The row at +1 % strain looks wrong. It is the only strained cell whose band gap exceeds that of the unstrained sheet, by 0.018 eV, yet its least direct gap has shrunk by 0.066 eV. On either side of this row the gap falls, whether the sheet is squeezed or stretched. The strain here is equal along both in-plane directions.

1T monolayer of PtSe2 under equal strain along both in-plane directions, calculated with Ansatz 0.2.0 (PBE, plane-wave PAW, 12×12×1 k mesh, no spin polarisation). The unstrained cell (in-plane vectors 3.703 Å) and the atomic positions at each strain were relaxed with r2SCAN. Gap changes and energy rises are relative to the unstrained cell.

```
strain (%)  band gap (eV)  band gap change (eV)  least direct gap change (eV)  energy rise per atom (meV)
        -4          1.044                -0.325                        -0.247                        61.9
        -3          1.173                -0.196                        -0.175                        39.1
        -2          1.272                -0.097                        -0.110                        21.2
        -1          1.325                -0.043                        -0.051                         8.2
         1          1.387                 0.018                        -0.066                        -3.4
         2          1.317                -0.051                        -0.160                        -2.3
         3          1.238                -0.130                        -0.261                         3.2
         4          1.156                -0.213                        -0.354                        12.9
```

Three explanations suggest themselves. The gap may respond smoothly to strain, with a rounded top like any smooth curve near its maximum. It may be largest where the sheet is at rest, since the energy rise is also lowest at +1 %. Or the band edges may change place in the Brillouin zone, so that the column follows different pairs of states in different stretches.

The third idea makes a definite prediction about shape. The gap is the distance from the highest filled state to the lowest empty one, wherever in the zone these lie. Each candidate pair of states has its own gap, which changes with strain at its own rate, and the smallest of these gaps is the one that counts. When one pair takes over from another, the slope of the gap can therefore only drop, and it drops abruptly. A maximum appears where a rising pair hands over to a falling one.

From -4 to -3 % the gap opens steeply, by 129 meV per percent of strain. In these two cells the lowest empty state lies on the line from Γ to K, and the highest filled state lies close to Γ.

Between -3 and -2 % the lowest empty state moves to the line from Γ to M, where it stays in all the remaining rows. The gap still opens as compression is released, but from -2 % to the unstrained cell it does so by only about 49 meV per percent. This first change of place thus makes the rise gentler without reversing it.

The reversal comes between the unstrained cell and +1 %. There the highest filled state leaves the neighbourhood of Γ and reappears about three and a half times as far out, towards K. From +1 to +4 % the gap closes by 77 meV per percent. From the last step before this change (-1 to 0 %) to the first step after it (+1 to +2 %), the slope drops by 112 meV per percent, and nearly all of that drop comes from the valence edge. A smooth drift of the energy zero from cell to cell could not produce such a break.

Relative to the lowest empty state, stretching lowers the valence top near Γ and raises the outer one. Why should they respond so differently? In a crystal state the orbitals on neighbouring atoms combine with phases that depend on the position in the zone. Stretching weakens the overlaps within each face of the sheet, which can lower a state where the combination is antibonding and raise it where it is bonding. The relaxed sheet is also expected to thin as it is stretched. Se atoms on opposite faces, already closer to each other than those in one face, may then overlap more strongly, and this would raise a state that is antibonding across the sheet. The outputs do not tell which of these lifts the outer top. That the top near Γ is mainly an antibonding combination of Se p orbitals is a plausible guess here, not a result of the calculation.

The handover can be estimated with two straight lines. Let s be the strain in percent and D the band gap change in eV. The first line joins the unstrained cell to the row at -2 %, and the second joins the rows at +1 and +4 %:

D = 0.0485 s
D = 0.018 − 0.077 (s − 1) = 0.095 − 0.077 s

They meet where 0.0485 s = 0.095 − 0.077 s, so s = 0.095 / 0.1255 ≈ 0.76. The largest gap should therefore occur near 0.8 % tension, between two computed cells. The row at +1 % looks odd because it lies just beyond the peak and is still higher than the unstrained cell. The outputs of that cell support this: the highest filled level on the k mesh itself continues the steady descent of the top near Γ and lies only 17 meV below the outer top.

The row at +2 % was not used to set the second line and so can test it. The line gives 0.018 − 0.077 = −0.059 eV, against −0.051 eV in the table. The other two rows left out of the lines, at -1 and +3 %, are missed by less than this. All three lie slightly above their lines because each branch is itself a little curved, an effect that the model leaves out.

The smooth curve is the tempting answer, because a parabola through all eight rows has a typical error of only 12 meV. It fails at the very row that needs explaining: it makes the gap fall slightly from the unstrained cell to +1 %, where the calculation makes it rise. It also spreads the bending evenly over the series, whereas 88 % of the total drop in slope is found at the two changes of place, where the parabola would put only 57 %. The straight branches have more adjustable constants than the parabola, so it is the position of the bends that decides, not the closeness of the fit.

The rows at +3 and -1 % speak against the idea of the sheet at rest. The stretched cell has the lower energy rise, 3.2 against 8.2 meV per atom, yet its gap has shrunk three times as much. The energy is lowest under slight tension, near 1.2 %, because the starting cell was relaxed with r2SCAN and PBE prefers a larger one. No row is fully at rest under PBE: the Se atoms keep forces of 0.11 to 0.25 eV/Å along the normal, so a sheet relaxed with PBE would have another thickness and may hand over at a somewhat different strain. Total energy sums over all the electrons, while the gap compares just two states, so the two have no reason to peak and dip together.

The least direct gap is consistent with this view. It compares a filled and an empty state at the same point of the zone, and so follows a different pair from the indirect gap. It too changes place between the unstrained cell and +1 %, moving outwards along the line from Γ to M to the point of the lowest empty state. It opens by 51 meV from -1 to 0 % and closes by 94 meV from +1 to +2 %. Its handover is expected closer to zero strain than that of the indirect gap, which is why it has already shrunk at +1 % while the indirect gap is still enlarged. Direct gaps were searched at fewer points and may be slightly too large, so the exact position of their peak is less certain.

The unstrained cell and the rows at -4, -3, +1 and +2 % carry a warning about a rough potential in the thin density outside the sheet, which makes the small rise from the unstrained cell to +1 % less secure. The turnover itself does not depend on it. The unflagged rows at -2 and -1 % show the gap opening, and those at +3 and +4 % show it closing.

A series with strain along a single in-plane direction would follow the same rule with more contestants. Such strain breaks the threefold symmetry, so that edges which are equivalent here would separate in energy. The smallest gap would still win, but the direction of pull would help to decide which pair supplies it.

What the table leaves open is where the maximum lies once spin–orbit coupling is included. This coupling is strong in Pt and noticeable in Se, and it need not shift the two valence tops equally. Next to the handover the two tops approach each other by about 0.10 eV per percent, a little more slowly than the straight lines suggest. A relative shift of 0.1 eV would therefore move the handover by roughly 1 % strain, more than it now lies from the unstrained cell. Does the gap of the real sheet then still peak under slight tension, or has the peak moved to a clearly different strain?

Printed output of the fit:

```
fit of band_gap on 8 rows: constant 1.366 +/- 0.0086, coefficient of strain 0.01325 +/- 0.0019, coefficient of strain**2 -0.01695 +/- 0.00092; rms 0.0117, worst 1 -0.0246, leave-one-out rms 0.0184
Edge distances from Gamma (in reciprocal vectors) and misses (prediction less value):
  row  valence edge  conduction edge  branches miss meV  parabola miss meV
   -4        0.0833           0.4105                  0             -2.072
   -3        0.0833           0.4105                  0             0.8256
   -2        0.0833           0.2292                  0            -0.1764
   -1        0.0729           0.2292               -5.5              10.92
    1         0.257           0.2318                  0             -24.58
    2         0.248           0.2344                 -8              7.824
    3        0.2435           0.2344                 -6              15.33
    4        0.2435            0.237                  0             -8.072
gap of the unstrained cell (eV): 1.369
slope of the gap from -4 to -3 % (meV per %): 129
slope of the gap from -2 to 0 % (meV per %): 48.5
slope of the gap from 1 to 4 % (meV per %): -77
strain where the first two lines cross (%): -2.373
strain where the last two lines cross (%): 0.757
drop of slope across the conduction switch (meV per %): 75
drop of slope between the switches (meV per %): 11
drop of slope across the valence switch (meV per %): 112
drop of slope within the tension rows (meV per %): 14
share of the whole drop that sits at the two switches (%): 88.21
parabola, drop of slope between the switches (meV per %): 33.9
parabola, drop of slope in each of the other three places (meV per %): 67.8
valence part of the drop at the valence switch (meV per %): 107.6
conduction part of the drop at the valence switch (meV per %): 5.1
valence part of the drop at the conduction switch (meV per %): 12.2
conduction part of the drop at the conduction switch (meV per %): 62.9
parabola, change of the gap from 0 to 1 % (meV): -3.7
strain of lowest energy from rows -1 and 1 and the unstrained cell (%): 1.208
shift of the valence crossing if one valence top moved by 0.1 eV against the other (% strain): 0.7968
```
